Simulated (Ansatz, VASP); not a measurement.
# AlRu: VASP beside Ansatz

INCAR

```
PREC = Accurate
ENCUT = 520
EDIFF = 1E-7
ISMEAR = -1
SIGMA = 0.05
LREAL = False
LASPH = True
NELM = 80
ALGO = Normal
ISIF = 2
LWAVE = False
LCHARG = False
GGA = PS
NBANDS = 16
```

File KPOINTS:

```
Automatic mesh
0
Gamma
  12 12 12
```

File POSCAR:

```
AlRu
1.0
    2.9715215427      0.0000000000      0.0000000000
    0.0000000000      2.9715215427      0.0000000000
    0.0000000000      0.0000000000      2.9715215427
Al Ru
1 1
Direct
    0.0000000000      0.0000000000      0.0000000000
    0.5000000000      0.5000000000      0.5000000000
```

Input for Ansatz:

```yaml
crystal:
  lattice:
    - [2.9715215427, 0.0, 0.0]
    - [0.0, 2.9715215427, 0.0]
    - [0.0, 0.0, 2.9715215427]
  atoms:
    - { symbol: Al, position: [0.0, 0.0, 0.0] }
    - { symbol: Ru, position: [0.5, 0.5, 0.5] }
kpoints:
  mp_grid: { grid: [12, 12, 12] }
  band_path:
    path:
      - [0.0, 0.0, 0.0]
      - [0.0, 0.5, 0.0]
      - [0.5, 0.5, 0.0]
      - [0.0, 0.0, 0.0]
      - [0.5, 0.5, 0.5]
      - [0.0, 0.5, 0.0]
      - [0.5, 0.5, 0.5]
      - [0.5, 0.5, 0.0]
    npoints: 5
scf:
  occupations: { method: fermi_dirac, width: 0.05 }
hamiltonian:
  xc: pbesol
  pseudopotentials: { kind: all_electron, lapw: { basis_error: 0.001 } }
output:
  forces: true
  stress: true
  eigenvalues: true
```

Change from the starting cell: volume scaled by 0.98.

Alike in both runs: task single point; functional PBEsol; k mesh 12 × 12 × 12; occupations fermi-dirac, width 0.05 eV; no spin polarisation.

|  | VASP | Ansatz |
| --- | --- | --- |
| version | VASP 6.6.1 | Ansatz 0.2.0 |
| potentials or method | VASP PAW PBE potentials, release 64 (Al, Ru_pv) | all-electron LAPW, scalar-relativistic |
| plane-wave cutoff (eV) | 520 | see its input |

```tsv
	VASP	Ansatz	Ansatz less VASP
pressure (GPa)	1.0	0.9	-0.14
```

Ansatz ran all-electron here, so the differences hold the error of VASP's frozen core and of both bases.

Caveats: the PAW data sets were made with another functional, which shifts forces and pressure a little (VASP).
